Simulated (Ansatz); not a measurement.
A (001) slab of TiAl (P4/mmm (No. 123)), 6 planes, outer planes Ti (top) and Al (bottom), with 6 atoms (Ti3Al3) in a surface cell of A = 7.899 Å², as cut from the bulk:

```yaml
crystal:
  lattice:
    - [2.81056, 0.00000, 0.00000]
    - [0.00000, 2.81056, 0.00000]
    - [0.00000, 0.00000, 25.16250]
  atoms:
    - { symbol: Al, position: [0.50000, 0.50000, 0.29806] }
    - { symbol: Ti, position: [0.00000, 0.00000, 0.37884] }
    - { symbol: Al, position: [0.50000, 0.50000, 0.45961] }
    - { symbol: Ti, position: [0.00000, 0.00000, 0.54039] }
    - { symbol: Al, position: [0.50000, 0.50000, 0.62116] }
    - { symbol: Ti, position: [0.00000, 0.00000, 0.70194] }
```

Level of theory: DFT r2SCAN, scalar-relativistic, plane waves, PAW in Ansatz. Cutoff 500 eV; k points 12×12×1 on the computed 6-atom cell (Γ-centred); Gaussian smearing, width 0.10 eV; no spin polarisation. The cell repeats along c with a dipole correction in the vacuum.

Against the same 6 atoms in the bulk, the slab as cut lies 2.350 eV higher and the relaxed slab 2.285 eV higher.

Problem. Work out the surface energy before and after relaxation.

Solution. The slab has two faces, so γ = (E_slab − N·E_bulk)/(2A), the mean of both. As cut: 2.350/(2 × 7.899) = 0.1488 eV/Å², and 1 eV/Å² = 16.02 J/m², so γ = 2.38 J/m². Relaxed: 2.285/(2 × 7.899) = 0.1446 eV/Å² = 2.32 J/m². Relaxation recovers 3 % of the cost of cutting.

Problem. What is the ideal work of this cut, per area?

Solution. Griffith's ideal work is 2γ: 4.77 J/m² if the new faces stay rigid, 4.63 J/m² if they relax. One thickness was run, 6 planes, so γ can still shift with it.